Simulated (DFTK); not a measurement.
# GaN (F-43m) in DFTK: notebook

One crystal, GaN, is run at these levels: PBEsol, LDA, BJ06, r2SCAN, BLYP; tasks: band structure, equation of state.

Everything below comes from runs of DFTK 0.8.2. Logs are shortened: lines on timing, memory, paths and dates and some standing lists are left out, and cuts for length are marked.

**What was measured.**

From a printed reference work, textbook, for a bulk crystal of GaN at 0 K: band gap 3.299 eV (direct).

The results are compared with them further down.

### Step 1. The crystal as given

The structure is cubic, space group F-43m (No. 216). Conventional cell: a = 4.507 Å, b = 4.507 Å, c = 4.507 Å, α = 90.00°, β = 90.00°, γ = 90.00°. Ga (site symmetry -43m) has 4 N at 1.95 Å as nearest neighbours. N (site symmetry -43m) has 4 Ga at 1.95 Å as nearest neighbours.

The cell is a database's computed one.

### Step 2. Band structure, PBEsol

The input, run.jl:

```julia
using DFTK
using PseudoPotentialData
using Unitful, UnitfulAtomic
using LinearAlgebra, Printf
include("save.jl")
disable_threading()

lines = readlines("GaN.cif")
tag(name) = parse(Float64, split(only(filter(startswith(name), lines)))[2])
a, b, c = tag.(["_cell_length_a", "_cell_length_b", "_cell_length_c"])
α, β, γ = deg2rad.(tag.(["_cell_angle_alpha", "_cell_angle_beta", "_cell_angle_gamma"]))
cx, cy  = cos(β), (cos(α) - cos(β) * cos(γ)) / sin(γ)
lattice = austrip(1u"Å") * [a b*cos(γ) c*cx; 0 b*sin(γ) c*cy; 0 0 c*sqrt(1 - cx^2 - cy^2)]
sites     = split.(lines[findlast(startswith("_atom_site_"), lines)+1:end])
symbols   = [Symbol(s[2]) for s in sites]
positions = [parse.(Float64, s[5:7]) for s in sites]
pseudopotentials = PseudoFamily("cp2k.nc.sr.pbe.v0_1.largecore.gth")
elements = Dict(s => ElementPsp(s, pseudopotentials) for s in unique(symbols))
atoms    = [elements[s] for s in symbols]

build_model(lattice, positions; symmetries=true) =
    model_DFT(lattice, atoms, positions;
              functionals=PBEsol(),
              temperature=austrip(0.05u"eV"),
              smearing=Smearing.FermiDirac(),
              symmetries)
Ecut  = 60.0  # hartree
kgrid = [10, 10, 10]
tol   = 1e-6
to_GPa = ustrip(uconvert(u"GPa", 1u"hartree/bohr^3"))

model = build_model(lattice, positions)
basis = PlaneWaveBasis(model; Ecut, kgrid)
display(basis)
scfres = self_consistent_field(basis;
                               tol,
                               nbandsalg=AdaptiveBands(model; n_bands_converge=9))
display(scfres.energies)
@printf "Fermi level: %.6f eV\n" ustrip(auconvert(u"eV", something(scfres.εF, NaN)))
forces = compute_forces_cart(scfres)
println("Forces (eV/Å)")
for (s, f) in zip(symbols, forces)
    @printf "%-3s %12.6f %12.6f %12.6f\n" s ustrip.(auconvert.(u"eV/Å", f))...
end
stress = compute_stresses_cart(scfres)
println("Stress (GPa)")
display(round.(stress * to_GPa; digits=4))
println("Levels at the first k-point (eV): ", round.(ustrip.(auconvert.(u"eV", scfres.eigenvalues[1][1:scfres.n_bands_converge])); digits=4))
save_scf!(scfres; forces, stress)

points = Dict("G" => [0.0, 0.0, 0.0], "K" => [0.375, 0.375, 0.75], "L" => [0.5, 0.5, 0.5], "U" => [0.625, 0.25, 0.625], "W" => [0.5, 0.25, 0.75], "X" => [0.5, 0.0, 0.5])
segments = [("G", "X", 7), ("X", "W", 4), ("W", "K", 3), ("K", "G", 7), ("G", "L", 6), ("L", "U", 4), ("U", "W", 3), ("W", "L", 5), ("L", "K", 4), ("U", "X", 3)]
kcoords = vcat([[points[a] + t * (points[b] - points[a]) for t in range(0, 1, n)] for (a, b, n) in segments]...)
bands = compute_bands(scfres, ExplicitKpoints(kcoords); n_bands=11, tol=1e-5)
for (k, ε) in zip(bands.basis.kpoints, bands.eigenvalues)
    @printf "%d %8.4f %8.4f %8.4f " k.spin k.coordinate...
    println(join([@sprintf("%9.4f", e) for e in ustrip.(auconvert.(u"eV", ε .- scfres.εF))]))
end
results["band_energies"] = rows(bands.eigenvalues); results["band_kpoints"] = rows(kcoords)
```

The input, GaN.cif:

```cif
data_GaN
_cell_length_a 3.18693112
_cell_length_b 3.18693112
_cell_length_c 3.18693112
_cell_angle_alpha 60.00000000
_cell_angle_beta 60.00000000
_cell_angle_gamma 60.00000000
_space_group_name_H-M_alt 'P1'
_space_group_name_Hall 'P 1'
_space_group_IT_number 1
loop_
_space_group_symop_operation_xyz
'x,y,z'
loop_
_atom_site_label
_atom_site_type_symbol
_atom_site_symmetry_multiplicity
_atom_site_Wyckoff_symbol
_atom_site_fract_x
_atom_site_fract_y
_atom_site_fract_z
_atom_site_occupancy
Ga1 Ga 1 a 0.0000000000 0.0000000000 0.0000000000 1
N1 N 1 a 0.2500000000 0.2500000000 0.2500000000 1
```

Potentials or basis: cp2k.nc.sr.pbe.v0_1.largecore.gth (PBE, GTH, large core).

Run with:

```sh
$ julia --threads=1 run.jl  # save.jl only writes the numbers to a file and isn't shown; printed stress counts tension as positive; times include loading and compiling
```

Output:

```text
PlaneWaveBasis discretization:

    Ecut                 : 60.0 Ha
    fft_size             : (45, 45, 45), 91125 total points
    kgrid                : MonkhorstPack([10, 10, 10])
    num.   red. kpoints  : 1000
    num. irred. kpoints  : 73

    Discretized Model(gga_x_pbe_sol+gga_c_pbe_sol, 3D):
        lattice (in Bohr)    : [6.02243   , 3.01121   , 3.01121   ]
                               [0         , 5.21557   , 1.73852   ]
                               [0         , 0         , 4.91729   ]
        unit cell volume     : 154.45 Bohr³

        atoms                : GaN
        pseudopot. family    : PseudoFamily("cp2k.nc.sr.pbe.v0_1.largecore.gth")

        num. electrons       : 8
        spin polarization    : none
        temperature          : 0.0018375 Ha
        smearing             : DFTK.Smearing.FermiDirac()

        terms                : Kinetic()
                               AtomicLocal()
                               AtomicNonlocal()
                               Ewald(nothing)
                               PspCorrection()
                               Hartree()
                               Xc(gga_x_pbe_sol, gga_c_pbe_sol)
                               Entropy()
n     Energy            log10(ΔE)   log10(Δρ)   Diag   Δtime
---   ---------------   ---------   ---------   ----   ------
  1   -12.03017401310                   -0.45    4.3    10.4s
  2   -12.14676586779       -0.93       -1.09    2.1    7.21s
  3   -12.15354412524       -2.17       -1.74    3.0    9.21s
  4   -12.15353883043   +   -5.28       -2.37    1.0    4.93s
  5   -12.15355335262       -4.84       -3.02    2.0    6.44s
  6   -12.15355431841       -6.02       -3.56    2.3    7.43s
  7   -12.15355442935       -6.95       -4.10    1.8    6.07s
  8   -12.15355443876       -8.03       -4.57    2.1    7.42s
  9   -12.15355443920       -9.36       -4.99    1.4    5.34s
 10   -12.15355443926      -10.23       -5.60    2.0    6.76s
 11   -12.15355443926      -11.37       -6.43    1.6    6.41s
Energy breakdown (in Ha):
    Kinetic             8.3827711
    AtomicLocal         -10.7263488
    AtomicNonlocal      0.9933543
    Ewald               -10.5637803
    PspCorrection       0.3102357
    Hartree             2.7905432
    Xc                  -3.3403297
    Entropy             -0.0000000

    total               -12.153554439263
Fermi level: 6.236984 eV
Forces (eV/Å)
Ga      0.000000    -0.000000     0.000000
N      -0.000000     0.000000     0.000000
Stress (GPa)
3×3 StaticArraysCore.SMatrix{3, 3, Float64, 9} with indices SOneTo(3)×SOneTo(3):
  6.4495  -0.0     0.0
 -0.0      6.4495  0.0
  0.0      0.0     6.4495
Levels at the first k-point (eV): [-10.4852, 5.239, 5.239, 5.239, 7.2349, 15.7161, 15.7161, 15.7161, 22.5942]
1   0.0000   0.0000   0.0000  -16.7222  -0.9980  -0.9980  -0.9980   0.9980   9.4791   9.4791   9.4791  16.3572  17.8303  17.8303
1   0.0833   0.0000   0.0833  -16.5798  -1.8340  -1.2110  -1.2110   1.8575   8.8491   9.7117   9.7117  14.8689  17.3841  18.2894
1   0.1667   0.0000   0.1667  -16.1662  -3.1658  -1.7526  -1.7526   3.1259   7.5875  10.3299  10.3299  12.1912  18.9863  19.5474
1   0.2500   0.0000   0.2500  -15.5212  -4.4871  -2.4115  -2.4115   3.8003   6.5261  10.5264  11.1728  11.1728  19.8910  21.0436
1   0.3333   0.0000   0.3333  -14.7375  -5.7064  -2.9989  -2.9989   3.3327   6.0895  10.1776  12.0724  12.0724  21.1669  21.2537
1   0.4167   0.0000   0.4167  -14.0177  -6.6734  -3.3963  -3.3963   2.6100   5.8231  10.6152  12.8090  12.8090  20.8698  22.8115
[... 38 lines left out ...]
1   0.5625   0.1250   0.5625  -13.6788  -6.9483  -4.2047  -3.4033   2.9256   6.2021  10.7304  12.7273  12.7702  21.0675  21.8282
1   0.5000   0.0000   0.5000  -13.7021  -7.0685  -3.5348  -3.5348   2.3220   5.7098  10.8947  13.1067  13.1067  20.6141  24.4286
```

It took 2.1 min on 1 thread of Intel Xeon Platinum 8488C (Sapphire Rapids), shared host; peak memory 2 GiB.

What came out:

```yaml
Free_energy: -330.7151 eV
Band_gap_on_the_k_mesh: 2.00 eV, direct
Band_gap_along_the_path: 2.00 eV, direct
```

Levels at the corners of the path, in eV from the valence-band top:
```tsv
point	band 2	band 3	band 4	band 5	band 6	band 7
Γ	0.00	0.00	0.00	2.00	10.48	10.48
X	-6.07	-2.54	-2.54	3.32	6.71	11.89
W	-5.50	-3.69	-3.47	6.23	8.66	10.43
K	-5.71	-4.17	-2.04	4.99	8.06	11.17
Γ	0.00	0.00	0.00	2.00	10.48	10.48
L	-6.89	-0.88	-0.88	4.81	8.91	10.44
U	-5.71	-4.17	-2.04	4.99	8.06	11.17
W	-5.50	-3.69	-3.47	6.23	8.66	10.43
L	-6.89	-0.88	-0.88	4.81	8.91	10.44
K	-5.71	-4.17	-2.04	4.99	8.06	11.17
U	-5.71	-4.17	-2.04	4.99	8.06	11.17
X	-6.07	-2.54	-2.54	3.32	6.71	11.89
```

Caveat: the cutoff is short for these potentials, so energies and forces aren't converged, fitted volumes are rough and the log's stress (off by 3 to 10 GPa or more in trials) isn't used; the potentials were made for another functional, which shifts forces and pressure; this set keeps more shells in the core, which shifts pressures and gaps.

### Step 3. Band structure, LDA

Changes to run.jl since step 2:

```diff
@@ -7,12 +7,10 @@
 
-lines = readlines("GaN.cif")
-tag(name) = parse(Float64, split(only(filter(startswith(name), lines)))[2])
-a, b, c = tag.(["_cell_length_a", "_cell_length_b", "_cell_length_c"])
-α, β, γ = deg2rad.(tag.(["_cell_angle_alpha", "_cell_angle_beta", "_cell_angle_gamma"]))
-cx, cy  = cos(β), (cos(α) - cos(β) * cos(γ)) / sin(γ)
-lattice = austrip(1u"Å") * [a b*cos(γ) c*cx; 0 b*sin(γ) c*cy; 0 0 c*sqrt(1 - cx^2 - cy^2)]
-sites     = split.(lines[findlast(startswith("_atom_site_"), lines)+1:end])
-symbols   = [Symbol(s[2]) for s in sites]
-positions = [parse.(Float64, s[5:7]) for s in sites]
-pseudopotentials = PseudoFamily("cp2k.nc.sr.pbe.v0_1.largecore.gth")
+# lattice vectors are the columns
+lattice = austrip(1u"Å") * [           0.0   2.2535006075   2.2535006075;
+             2.2535006075            0.0   2.2535006075;
+             2.2535006075   2.2535006075            0.0]
+symbols   = [:Ga, :N]
+positions = [[0.0, 0.0, 0.0],
+             [0.25, 0.25, 0.25]]
+pseudopotentials = PseudoFamily("cp2k.nc.sr.lda.v0_1.largecore.gth")
 elements = Dict(s => ElementPsp(s, pseudopotentials) for s in unique(symbols))
@@ -22,3 +20,3 @@
     model_DFT(lattice, atoms, positions;
-              functionals=PBEsol(),
+              functionals=LDA(),
               temperature=austrip(0.05u"eV"),
```

Potentials or basis: cp2k.nc.sr.lda.v0_1.largecore.gth (LDA, GTH, large core).

Run with:

```sh
$ julia --threads=1 run.jl  # save.jl only writes the numbers to a file and isn't shown; printed stress counts tension as positive; times include loading and compiling
```

Wall time 2 min (1 thread of Intel Xeon Platinum 8488C (Sapphire Rapids), shared host); peak memory 1.9 GiB.

Results (log left out):

```yaml
Free_energy: -333.9049 eV
Band_gap_on_the_k_mesh: 2.23 eV, direct
Band_gap_along_the_path: 2.23 eV, direct
```

Levels at the corners of the path, in eV from the valence-band top:
| point | band 1 | band 2 | band 3 | band 4 | band 5 | band 6 | band 7 | band 8 | band 9 |
| --- | --- | --- | --- | --- | --- | --- | --- | --- | --- |
| Γ | -15.55 | 0.00 | 0.00 | 0.00 | 2.23 | 10.40 | 10.40 | 10.40 | 17.57 |
| X | -12.50 | -6.12 | -2.53 | -2.53 | 3.42 | 6.70 | 11.96 | 14.06 | 14.06 |
| W | -12.40 | -5.56 | -3.69 | -3.45 | 6.32 | 8.64 | 10.48 | 11.20 | 15.25 |
| K | -12.50 | -5.76 | -4.16 | -2.04 | 5.08 | 8.07 | 11.24 | 12.98 | 13.70 |
| Γ | -15.55 | 0.00 | 0.00 | 0.00 | 2.23 | 10.40 | 10.40 | 10.40 | 17.57 |
| L | -13.25 | -6.91 | -0.88 | -0.88 | 4.89 | 9.02 | 10.42 | 10.42 | 15.86 |
| U | -12.50 | -5.76 | -4.16 | -2.04 | 5.08 | 8.07 | 11.24 | 12.98 | 13.70 |
| W | -12.40 | -5.56 | -3.69 | -3.45 | 6.32 | 8.64 | 10.48 | 11.20 | 15.25 |
| L | -13.25 | -6.91 | -0.88 | -0.88 | 4.89 | 9.02 | 10.42 | 10.42 | 15.86 |
| K | -12.50 | -5.76 | -4.16 | -2.04 | 5.08 | 8.07 | 11.24 | 12.98 | 13.70 |
| U | -12.50 | -5.76 | -4.16 | -2.04 | 5.08 | 8.07 | 11.24 | 12.98 | 13.70 |
| X | -12.50 | -6.12 | -2.53 | -2.53 | 3.42 | 6.70 | 11.96 | 14.06 | 14.06 |

Caveat: the cutoff is short for these potentials, so energies and forces aren't converged, fitted volumes are rough and the log's stress (off by 3 to 10 GPa or more in trials) isn't used; this set keeps more shells in the core, which shifts pressures and gaps.

### Step 4. Band structure, BJ06

The input, run.jl:

```julia
using DFTK
using PseudoPotentialData
using Unitful, UnitfulAtomic
using LinearAlgebra, Printf
using AtomsBase
include("save.jl")
disable_threading()

cell = [[0.0, 2.2535006075, 2.2535006075],
        [2.2535006075, 0.0, 2.2535006075],
        [2.2535006075, 2.2535006075, 0.0]]u"Å"
system = periodic_system([:Ga => [0.0, 0.0, 0.0],
                          :N => [0.25, 0.25, 0.25]],
                         cell; fractional=true)
lattice   = austrip.(hcat(cell_vectors(system)...))
symbols   = atomic_symbol(system, :) .|> Symbol
positions = [lattice \ austrip.(position(system, i)) for i in 1:length(system)]
pseudopotentials = PseudoFamily("cp2k.nc.sr.pbe.v0_1.largecore.gth")
elements = Dict(s => ElementPsp(s, pseudopotentials) for s in unique(symbols))
atoms    = [elements[s] for s in symbols]

build_model(lattice, positions; symmetries=true) =
    model_DFT(lattice, atoms, positions;
              functionals=[:mgga_x_tb09, :lda_c_pw],
              temperature=austrip(0.05u"eV"),
              smearing=Smearing.FermiDirac(),
              symmetries)
Ecut  = 78.0  # hartree
kgrid = [7, 7, 7]
tol   = 1e-6
to_GPa = ustrip(uconvert(u"GPa", 1u"hartree/bohr^3"))

model = build_model(lattice, positions)
basis = PlaneWaveBasis(model; Ecut, kgrid)
display(basis)
scfres = self_consistent_field(basis;
                               tol,
                               nbandsalg=AdaptiveBands(model; n_bands_converge=9),
                               solver=ScfAndersonSolver())
display(scfres.energies)
@printf "Fermi level: %.6f eV\n" ustrip(auconvert(u"eV", something(scfres.εF, NaN)))
println("Levels at the first k-point (eV): ", round.(ustrip.(auconvert.(u"eV", scfres.eigenvalues[1][1:scfres.n_bands_converge])); digits=4))
save_scf!(scfres)

points = Dict("G" => [0.0, 0.0, 0.0], "K" => [0.375, 0.375, 0.75], "L" => [0.5, 0.5, 0.5], "U" => [0.625, 0.25, 0.625], "W" => [0.5, 0.25, 0.75], "X" => [0.5, 0.0, 0.5])
segments = [("G", "X", 7), ("X", "W", 4), ("W", "K", 3), ("K", "G", 7), ("G", "L", 6), ("L", "U", 4), ("U", "W", 3), ("W", "L", 5), ("L", "K", 4), ("U", "X", 3)]
kcoords = vcat([[points[a] + t * (points[b] - points[a]) for t in range(0, 1, n)] for (a, b, n) in segments]...)
bands = compute_bands(scfres, ExplicitKpoints(kcoords); n_bands=11, tol=1e-5)
for (k, ε) in zip(bands.basis.kpoints, bands.eigenvalues)
    @printf "%d %8.4f %8.4f %8.4f " k.spin k.coordinate...
    println(join([@sprintf("%9.4f", e) for e in ustrip.(auconvert.(u"eV", ε .- scfres.εF))]))
end
results["band_energies"] = rows(bands.eigenvalues); results["band_kpoints"] = rows(kcoords)
```

Potentials or basis: cp2k.nc.sr.pbe.v0_1.largecore.gth (PBE, GTH, large core).

Run with:

```sh
$ julia --threads=1 run.jl  # save.jl only writes the numbers to a file and isn't shown; printed stress counts tension as positive; times include loading and compiling
```

Wall time 94 s (1 thread of Intel Xeon Platinum 8488C (Sapphire Rapids), shared host); peak memory 1.8 GiB.

Results (log left out):

| Quantity | Value |
| --- | --- |
| Band gap on the k mesh | 2.72 eV, direct |
| Band gap along the path | 2.72 eV, direct |

Levels at the corners of the path, in eV from the valence-band top:
| point | band 2 | band 3 | band 4 | band 5 | band 6 | band 7 |
| --- | --- | --- | --- | --- | --- | --- |
| Γ | 0.00 | 0.00 | 0.00 | 2.72 | 11.05 | 11.05 |
| X | -5.87 | -2.53 | -2.53 | 3.95 | 7.37 | 12.91 |
| W | -5.27 | -3.67 | -3.37 | 6.86 | 9.67 | 11.13 |
| K | -5.49 | -4.11 | -2.03 | 5.62 | 8.90 | 12.05 |
| Γ | 0.00 | 0.00 | 0.00 | 2.72 | 11.05 | 11.05 |
| L | -6.69 | -0.89 | -0.89 | 5.54 | 9.86 | 10.97 |
| U | -5.49 | -4.11 | -2.03 | 5.62 | 8.90 | 12.05 |
| W | -5.27 | -3.67 | -3.37 | 6.86 | 9.67 | 11.13 |
| L | -6.69 | -0.89 | -0.89 | 5.54 | 9.86 | 10.97 |
| K | -5.49 | -4.11 | -2.03 | 5.62 | 8.90 | 12.05 |
| U | -5.49 | -4.11 | -2.03 | 5.62 | 8.90 | 12.05 |
| X | -5.87 | -2.53 | -2.53 | 3.95 | 7.37 | 12.91 |

Caveat: the program leaves the constant c of mgga_x_tb09 at 1, so the potential is Becke-Johnson's (BJ06) and not Tran and Blaha's, with levels but no total energy; the cutoff is short for these potentials, so energies and forces aren't converged, fitted volumes are rough and the log's stress (off by 3 to 10 GPa or more in trials) isn't used; the program warned that the kinetic-energy density falls under its von Weizsäcker bound, which can give unphysical results; the potentials were made for another functional, which shifts forces and pressure; this set keeps more shells in the core, which shifts pressures and gaps.

(Continued in part 2 of 2.)
